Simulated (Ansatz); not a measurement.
From the elastic tensor of SiC at 7 GPa (stress–strain coefficients) to moduli and sound speeds

Theory: DFT LDA, scalar-relativistic, plane waves, PAW (Ansatz 0.2.0). Settings: 420 eV plane-wave cutoff, Γ-centred 12×12×6 mesh, fixed occupations. No spin polarisation.

Symmetry: P6_3mc, No. 186, hexagonal system. The conventional cell has a = 3.027 Å, b = 3.027 Å, c = 4.967 Å, α = 90.00°, β = 90.00°, γ = 120.00°. Si (site symmetry 3m) has 4 C at 1.85 to 1.87 Å as nearest neighbours. Around C (site symmetry 3m) lie 4 Si at 1.85 to 1.87 Å.

Relaxed-ion constants (GPa, on the Cartesian axes of the calculation):
C11 = 556.4, C12 = 139.9, C13 = 79.1, C22 = 556.4, C23 = 79.1, C33 = 603.4, C44 = 157.2, C55 = 157.2, C66 = 208.3 GPa; the others vanish.

Density 3.377 g/cm³; 4 atoms in 39.43 Å³.

The values that follow are for a polycrystal of randomly turned grains, by Hill's mean where one number stands.

With S = C⁻¹: B_V = (C11+C22+C33+2(C12+C13+C23))/9, G_V = (C11+C22+C33−C12−C13−C23+3(C44+C55+C66))/15, 1/B_R = S11+S22+S33+2(S12+S13+S23), 15/G_R = 4(S11+S22+S33−S12−S13−S23)+3(S44+S55+S66); Hill is their mean. Then v_l = √((B+4G/3)/ρ), v_t = √(G/ρ), v_m = [(2/v_t³+1/v_l³)/3]^(−1/3) and Θ = (ħ/k_B)·v_m·(6π²n/V)^(1/3) for n atoms in the volume V; E = 9BG/(3B+G), ν = (3B−2G)/(2(3B+G)) and A^U = 5G_V/G_R + B_V/B_R − 6.

```json
{"Bulk modulus, Voigt / Reuss / Hill": "257.0 / 256.9 / 257.0 GPa", "Shear modulus, Voigt / Reuss / Hill": "199.0 / 191.5 / 195.3 GPa", "Young's modulus": "467 GPa", "Poisson ratio": "0.197", "Pugh ratio B/G": "1.32", "Universal anisotropy index": "0.20", "Longitudinal and transverse sound speeds": "12376 and 7604 m/s", "Debye temperature from the mean sound speed": "1165 K"}
```

Cost: 1 run of about 4.1 core-minutes, on Arm Neoverse V1 (shared hosts).

The elastic response is that of a stiff tetrahedral network whose anisotropy lies almost entirely in shear. C33 exceeds C11, as expected when one of the four bonds at each atom points along the hexagonal axis, but C12 also exceeds C13. The two differences nearly cancel under hydrostatic load, so the Voigt and Reuss bulk moduli almost coincide while the shear bounds separate. The softer C44 relative to C66 reflects easier shear of the basal bilayers past one another, which relies more on bending bonds than on stretching them.

Strong, directional sp³ bonds resist changes of angle as well as length, which keeps the shear modulus high relative to the bulk modulus and Poisson's ratio low at 0.197. Together with the light atoms, this stiffness gives the fast sound and high Debye temperature. The tensor satisfies the conditions for stability against small homogeneous strains at this pressure, but it doesn't establish that this polytype is thermodynamically preferred. The low B/G suggests brittleness without determining fracture strength.
